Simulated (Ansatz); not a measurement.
**TiC: C interstitial**

What does a C interstitial cost in TiC, and how do its neighbours move? It is set in a cell of 16 host atoms.

Method: DFT PBE, scalar-relativistic, plane waves, PAW, in Ansatz 0.2.0.

2 further runs of the same task are left out: 2 set aside as unsound or not needed.

## Step 1: The starting structure

The structure is cubic, space group Fm-3m (No. 225). Conventional cell: a = 4.333 Å, b = 4.333 Å, c = 4.333 Å, α = 90.00°, β = 90.00°, γ = 90.00°. Ti (site symmetry m-3m) is surrounded by 6 C at 2.17 Å. C (site symmetry m-3m) is surrounded by 6 Ti at 2.17 Å.

Structure file:

```cif
data_structure
_symmetry_space_group_name_H-M 'Fm-3m'
_symmetry_Int_Tables_number 225
_cell_length_a 4.3328
_cell_length_b 4.3328
_cell_length_c 4.3328
_cell_angle_alpha 90.000
_cell_angle_beta 90.000
_cell_angle_gamma 90.000
_cell_volume 81.34
loop_
_atom_site_label
_atom_site_type_symbol
_atom_site_symmetry_multiplicity
_atom_site_Wyckoff_symbol
_atom_site_fract_x
_atom_site_fract_y
_atom_site_fract_z
_atom_site_occupancy
Ti1 Ti 4 a 0.00000 0.00000 0.00000 1
C1 C 4 b 0.50000 0.00000 0.00000 1
```

It goes back to an entry of the Materials Project.

This cell was relaxed beforehand with the same method: volume 10.17 Å³/atom, gap on the mesh none (metal).

The perfect supercell (rows 0 -2 2; 0 0 2; -2 0 2 in vectors of this cell) comes from an earlier run at this level (16 atoms, E(σ→0) -22018.1695 eV, gap none (metal)).

## Step 2: The defect cell

The extra atom is put at (0.875, 0.375, 0.875) of the supercell, the middle of a void of radius 1.88 Å. The other atoms start on their ideal sites. Its neighbours are 4 Ti at 1.88 Å, 4 C at 1.88 Å.

## Step 3: Relaxation at the host's cell

Input file input.yaml:

```yaml
crystal:
  lattice:
    - [0.0, 4.3327798705, -4.3327798705]
    - [4.3327798705, 4.3327798705, 0.0]
    - [4.3327798705, 0.0, -4.3327798705]
  atoms:
    - { symbol: Ti, position: [0.0, 0.0, 0.5] }
    - { symbol: Ti, position: [0.0, 0.5, 0.5] }
    - { symbol: Ti, position: [0.5, 0.0, 0.5] }
    - { symbol: Ti, position: [0.5, 0.5, 0.5] }
    - { symbol: Ti, position: [0.0, 0.0, 1.0] }
    - { symbol: Ti, position: [0.0, 0.5, 1.0] }
    - { symbol: Ti, position: [0.5, 0.0, 1.0] }
    - { symbol: Ti, position: [0.5, 0.5, 1.0] }
    - { symbol: C, position: [0.25, 0.75, 0.25] }
    - { symbol: C, position: [0.25, 0.25, 0.25] }
    - { symbol: C, position: [0.75, 0.75, 0.25] }
    - { symbol: C, position: [0.75, 0.25, 0.25] }
    - { symbol: C, position: [0.25, 0.75, 0.75] }
    - { symbol: C, position: [0.25, 0.25, 0.75] }
    - { symbol: C, position: [0.75, 0.75, 0.75] }
    - { symbol: C, position: [0.75, 0.25, 0.75] }
    - { symbol: C, position: [0.875, 0.375, 0.875] }
basis:
  ecutwfc: 420
  xc_grid: 2
kpoints:
  mp_grid: { grid: [8, 8, 8], shift: [0.0, 0.0, 0.0] }
hamiltonian:
  xc: pbe
scf:
  occupations: { method: gaussian, width: 0.1 }
output:
  forces: true
  stress: false
  eigenvalues: true
  write_density: true
  write_potential: true
  elf: true
  volumetric_format: npy
relax:
  adjacent_minimum: "off"
  f_tol: 0.025
  max_steps: 45
```

Started as:

```
ansatz run input.yaml --threads 4 --pin off --max-ram 10240MiB --backend cpu --events-out ev --progress --plain --runs-dir out
```

Before running it: what results should come out? Wanted: formation energy, neutral; nearest atoms after relaxation, one image of each, neutral.

The runs gave:

```
                                                  quantity                          value
                                 formation energy, neutral                        4.98 eV
nearest atoms after relaxation, one image of each, neutral  4 C at 1.76 Å, 4 Ti at 2.03 Å
```

Forming the neutral defect takes 4.98 eV with the elements as reservoirs. Spin polarisation was off in the neutral run, so a moment could not show there. A cell of 16 sites leaves finite-size errors of tenths of an eV, or more where the defect fills or empties host bands. A distortion of lower symmetry was not tried.
